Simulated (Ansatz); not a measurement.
# KI: the cost of one run

Program: Ansatz 0.2.0. Level of theory: DFT LDA, scalar-relativistic, plane waves, PAW. These are calculated values, not measurements.

9 further runs of the same task are left out: 9 set aside as unsound or not needed.

## (1) Starting point

It takes space group Fm-3m (No. 225, cubic). The conventional cell has a = 6.822 Å, b = 6.822 Å, c = 6.822 Å, α = 90.00°, β = 90.00°, γ = 90.00°. K (site symmetry m-3m) is surrounded by 6 I at 3.41 Å. I (site symmetry m-3m) has 6 K at 3.41 Å as nearest neighbours.

As a file:

```
K I
1.0
     0.00000    3.41093    3.41093
     3.41093    0.00000    3.41093
     3.41093    3.41093    0.00000
K I
1 1
Direct
  0.00000 0.00000 0.00000
  0.50000 0.50000 0.50000
```

It is the result of an earlier relaxation at this level (volume 39.68 Å³/atom; gap on the mesh: 3.86 eV).

## (2) What is varied

The energy is mapped over a normal mode and a strain (zone-centre modes of the cell shown) (x along [1 0 0], y along [0 1 0], z along [0 0 1] of the conventional cell).

First coordinate, amplitude of mode 6 (114 cm⁻¹), largest displacement in the unstrained cell: 11 values from −0.494 Å. Second coordinate, equal normal strain along x and y: 7 values from −4.00 %.

Nothing else is relaxed (the pattern is fixed in fractional coordinates). Energies count from the relaxed high-symmetry cell. Points are written as (first, second).

The modes come from a phonon run on the reference cell, made beforehand.

Displacement patterns for an amplitude of 1 (Å):

| atom | x1 | y1 | z1 |
| --- | --- | --- | --- |
| K1 | 0.000 | 0.000 | 1.000 |
| I2 | 0.000 | 0.000 | -0.308 |

## (3) Grid point (−0.494 Å, −4.00 %)

File input.yaml:

```yaml
crystal:
  lattice:
    - [0.0, 3.2744937442, 3.4109309835]
    - [3.2744937442, 0.0, 3.4109309835]
    - [3.2744937442, 3.2744937442, 0.0]
  atoms:
    - { symbol: K, position: [-0.0724142474, -0.0724142474, 0.0724142474] }
    - { symbol: I, position: [0.5223102777, 0.5223102777, 0.4776897223] }
basis:
  ecutwfc: 420
kpoints:
  mp_grid: { grid: [6, 6, 6] }
hamiltonian:
  xc: lda
  pseudopotentials: { kind: paw }
scf:
  occupations: { method: gaussian, width: 0.05 }
output:
  forces: true
  stress: true
  eigenvalues: true
```

Run with:

```sh
$ ansatz run input.yaml --threads 1 --pin off --max-ram 2048MiB --backend cpu --events-out ev --progress --plain --runs-dir out
```

**Question.** How long does this run take on 1 thread of Arm Neoverse N1, shared host, and how much memory does it need?

About 6.5 s, with a peak of 0.32 GiB.
